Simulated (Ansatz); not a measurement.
## Sc under changes of volume

One of the cells (25.002 Å³/atom); the others are scaled copies at fixed shape and fractional positions:

```xyz
2
Lattice="3.3090 0.0000 0.0000 -1.6545 2.8657 0.0000 0.0000 0.0000 5.2733" Properties=species:S:1:pos:R:3 pbc="T T T"
Sc    1.6545    0.9552    3.9550
Sc    0.0000    1.9105    1.3183
```

| Property | Result |
| --- | --- |
| Program | Ansatz 0.2.0 |
| Functional | PBEsol |
| Potentials or basis | Ansatz PAW |
| Cutoff | 420 eV (not typed: the program's choice for these potentials) |
| k mesh | 9 × 9 × 5 |
| Occupations | fermi-dirac, width 0.05 eV |
| Spin | no spin polarisation |

| volume (Å³/atom) | energy over the lowest point (meV/atom) | pressure (GPa) |
| --- | --- | --- |
| 23.502 | 0.00 | 0.5 |
| 24.002 | 0.55 | -0.7 |
| 24.502 | 4.67 | -1.8 |
| 25.002 | 12.06 | -2.8 |
| 25.502 | 22.42 | -3.7 |
| 26.002 | 35.52 | -4.6 |
| 26.502 | ? | ? |

Problem. What does the run at 26.502 Å³/atom give?

Solution. Energy over the lowest point 51.11 meV/atom; pressure -5.3 GPa.

Worked out: A Birch-Murnaghan fit of order 3 (a polynomial in V^(-2/3)) to the other rows has its minimum at 23.68 Å³/atom with B0 = V·E''(V) = 57 GPa and B' = 3.3 at fixed shape and positions, which overstates the stiffness. It gives 51.11 meV/atom at 26.502 Å³/atom, against the run's 51.11, and -dE/dV = -5.4 GPa, against -5.3.

Energies are extrapolated to zero smearing.

Caveats: the PAW data sets come from PBE, with cores solved anew for the run's functional, which leaves a small shift of forces and pressure.
